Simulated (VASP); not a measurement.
The system is AlNi.

```
CELL_PARAMETERS angstrom
2.88100 0.00000 0.00000
0.00000 2.88100 0.00000
0.00000 0.00000 2.88100
ATOMIC_POSITIONS crystal
Ni 0.50000 0.50000 0.50000
Al 0.00000 0.00000 0.00000
```

* Program: VASP 6.6.1
* Task: relaxation of cell and atoms
* Functional: PBEsol
* Potentials or basis: VASP PAW PBE potentials, release 64 (Ni, Al)
* Cutoff: 600 eV
* k mesh: 8 × 8 × 8
* Occupations: fermi-dirac, width 0.05 eV
* Spin: collinear spin, ferromagnetic start
* Starting moments: [1.0, 0.0] μB

At the start: pressure -3.0 GPa; volume 11.96 Å³/atom.

Task: Where does the relaxation end?

Result: Over 3 steps the energy falls by 2.1 meV/atom and the volume is 11.74 Å³/atom (-1.8 %); space group Pm-3m (No. 221, to 0.05 Å); moment 0.00 μB per cell.

Step by step:
| step | energy change (eV) | largest force (eV/Å) | pressure (GPa) | volume (Å³) |
| --- | --- | --- | --- | --- |
| 1 | 0.0000 | 0.0000 | -2.98 | 23.91 |
| 2 | -0.0016 | 0.0000 | 2.54 | 23.15 |
| 3 | -0.0041 | 0.0000 | 0.03 | 23.48 |

Final structure:
```xyz
2
Lattice="2.8635 0.0000 0.0000 0.0000 2.8635 0.0000 0.0000 0.0000 2.8635" Properties=species:S:1:pos:R:3 pbc="T T T"
Ni    1.4318    1.4318    1.4318
Al    0.0000    0.0000    0.0000
```

Caveat: the PAW data sets were made with another functional, which shifts forces and pressure a little.
